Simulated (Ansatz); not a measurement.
Input of an Ansatz 0.2.0 run:

The input input.yaml:

```yaml
crystal:
  lattice:
    - [2.5539396017, 0.012769698, 0.0]
    - [-1.265910918, 2.2053917258, 0.0]
    - [0.0, 0.0, 4.226855]
  atoms:
    - { symbol: "N", position: [0.3333333333, 0.6666666667, 0.125276] }
    - { symbol: "N", position: [0.6666666667, 0.3333333333, 0.625276] }
    - { symbol: B, position: [0.3333333333, 0.6666666667, 0.499724] }
    - { symbol: B, position: [0.6666666667, 0.3333333333, 0.999724] }
hamiltonian:
  xc: pbe
  pseudopotentials: { kind: paw }
kpoints:
  mp_grid: { grid: [9, 9, 5] }
scf:
  occupations: { method: fermi_dirac, width: 0.05 }
output:
  forces: true
  stress: true
  eigenvalues: true
```

Potentials or basis: Ansatz PAW.

Command:

```bash
$ ansatz run input.yaml --threads 2 --pin off --max-ram 5632MiB --backend cpu --events-out ev --progress --plain --runs-dir out
```

Predict the largest force.

0.045 eV/Å.

Predict the band gap on the k mesh.

5.18 eV, indirect (least direct gap 8.22 eV).

Stress tensor (GPa, compression positive):
```
 0.23 -4.07  0.00
-4.07  0.26  0.00
 0.00  0.00 -0.52
```

Caveat: odd divisions of the mesh miss points on the zone boundary, where band edges often lie, so the gap on the mesh can be too wide; the pressure holds a Pulay correction of +1.1 GPa for the finite cutoff. A k mesh can miss the band edges.
